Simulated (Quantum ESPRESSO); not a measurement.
## Au under changes of volume

One of the cells (17.771 Å³/atom); the others are scaled copies at fixed shape and fractional positions:

```xyz
2
Lattice="2.9000 0.0000 0.0000 -1.4500 2.5115 0.0000 0.0000 0.0000 4.8800" Properties=species:S:1:pos:R:3 pbc="T T T"
Au    1.4500    0.8372    1.2200
Au    0.0000    1.6743    3.6600
```

This isn't the form of Au at room conditions, which is fcc.

- Program: Quantum ESPRESSO 7.5
- Functional: r2SCAN
- Potentials or basis: SG15 PBE 1.2
- Cutoff: 952 eV
- Density cutoff: 3810 eV
- k mesh: 7 × 7 × 4
- Occupations: fermi-dirac, width 0.05 eV
- Spin: no spin polarisation

| volume (Å³/atom) | energy over the lowest point (meV/atom) | pressure (GPa) |
| --- | --- | --- |
| 16.705 | 17.35 | 7.8 |
| 17.060 | 4.46 | 3.7 |
| 17.416 | 0.00 | 0.2 |
| 17.771 | 2.90 | -2.8 |
| 18.127 | ? | ? |
| 18.482 | 26.72 | -7.7 |
| 18.837 | 45.87 | -9.6 |

**Question.** What does the run at 18.127 Å³/atom give?

**Answer.** Energy over the lowest point 12.12 meV/atom; pressure -5.4 GPa.

Worked out: A Birch-Murnaghan fit of order 3 (a polynomial in V^(-2/3)) to the other rows has its minimum at 17.44 Å³/atom with B0 = V·E''(V) = 160 GPa and B' = 6.4 at fixed shape and positions, which overstates the stiffness. It gives 12.13 meV/atom at 18.127 Å³/atom, against the run's 12.12, and -dE/dV = -5.4 GPa, against -5.4.

Energies are extrapolated to zero smearing.

Caveats: some runs use coarse meshes; the potentials were made for another functional, which shifts forces and pressure.
